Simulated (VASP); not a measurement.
VASP 6.6.1 run: LiBr

INCAR

```
LREAL = .FALSE.
LWAVE = .FALSE.
ISIF = 2
NSW = 0
ENCUT = 520
SIGMA = 0.8
PREC = Accurate
NBANDS = 12
LCHARG = .FALSE.
NELM = 67
GGA = PE
EDIFF = 1E-7
IBRION = -1
LASPH = .TRUE.
ISMEAR = 2
```

KPOINTS

```
KPOINTS created by Atomic Simulation Environment
0
Gamma
8 8 8
0 0 0
```

POSCAR

```
Li Br
 1.0000000000000000
     0.0000000000000000    2.7395650468000001    2.7395650468000001
     2.8080541728999999    0.0000000000000000    2.7395650468000001
     2.8080541728999999    2.7395650468000001    0.0000000000000000
 Li  Br
   1   1
Cartesian
  0.0000000000000000  0.0000000000000000  0.0000000000000000
  2.8080541728999999  2.7395650468000001  2.7395650468000001
```

The recommended PBE PAW datasets give the neutral cell 10 valence electrons.

Command

```
mpirun -np 1 vasp_std
```

OSZICAR

```
N       E                     dE             d eps       ncg     rms          rms(c)
DAV:   1     0.415164721088E+02    0.41516E+02   -0.38224E+03  1416   0.747E+02
DAV:   2    -0.402214439199E+01   -0.45539E+02   -0.43710E+02  1756   0.135E+02
DAV:   3    -0.657263190882E+01   -0.25505E+01   -0.25313E+01  1860   0.334E+01
DAV:   4    -0.664343331305E+01   -0.70801E-01   -0.70776E-01  1956   0.542E+00
DAV:   5    -0.664441904808E+01   -0.98574E-03   -0.98571E-03  1868   0.553E-01    0.192E+00
DAV:   6    -0.661176333590E+01    0.32656E-01   -0.63532E-02  1800   0.116E+00    0.117E+00
DAV:   7    -0.661424459594E+01   -0.24813E-02   -0.39549E-02  2052   0.102E+00    0.430E-01
DAV:   8    -0.661666663057E+01   -0.24220E-02   -0.43983E-03  1668   0.414E-01    0.621E-02
DAV:   9    -0.661666195385E+01    0.46767E-05   -0.11478E-04  1736   0.748E-02    0.262E-02
DAV:  10    -0.661668968951E+01   -0.27736E-04   -0.53571E-05  1632   0.468E-02    0.139E-02
DAV:  11    -0.661669330795E+01   -0.36184E-05   -0.57768E-06  1836   0.136E-02    0.409E-03
DAV:  12    -0.661669330575E+01    0.22043E-08   -0.28973E-07  1688   0.375E-03
   1 F= -.66166933E+01 E0= -.66322971E+01  d E =0.624152E-01
```

It converged. Results: gap between bands v and c on the k mesh 4.86 eV; least direct gap on the k mesh 4.86 eV; pressure -0.4 GPa. Band v is the last that the valence electrons fill when counted band by band, and c is the next.

Question: Why shouldn't this run be trusted?

Answer: Smearing far too wide. On sound settings PBE gives a gap of 4.85 eV on its mesh and a pressure of -0.2 GPa for the intended cell. This run's energy (σ→0) differs from it by 5 meV an atom.
